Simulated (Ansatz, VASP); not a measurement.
**Cu: VASP beside Ansatz**

```xyz
1
Lattice="-1.3995 1.3995 1.4174 1.3995 -1.3995 1.4174 1.3995 1.3995 -1.4174" Properties=species:S:1:pos:R:3 pbc="T T T"
Cu    0.0000    0.0000    0.0000
```

Change from the starting cell: strain -0.030 along x and y, +0.030 along z, atoms carried along.

Alike in both runs: task single point; functional PBEsol; k mesh 24 × 24 × 24; occupations gaussian, width 0.15 eV; no spin polarisation.

|  | VASP | Ansatz |
| --- | --- | --- |
| version | VASP 6.6.1 | Ansatz 0.2.0 |
| potentials or method | VASP PAW PBE potentials, release 64 (Cu) | scalar-relativistic, plane waves, PAW |
| plane-wave cutoff (eV) | 520 | 420 |
| valence electrons in the cell | 11 | 19 |

VASP gave:

```
gap on the k mesh at the Fermi level (eV)       : none
pressure (GPa)                                  : 5.2
largest component of the traceless stress (GPa) : 0.06
```

Question: Estimate Ansatz's values.

Answer: gap on the k mesh at the Fermi level (eV): none; pressure (GPa): 3.9; largest component of the traceless stress (GPa): 0.07.

A gap of «none» marks a metal or a gap that the smearing closes. The two sets of potentials don't hold the same shells in valence.

Caveats: the PAW data sets were made with another functional, which shifts forces and pressure a little (VASP).
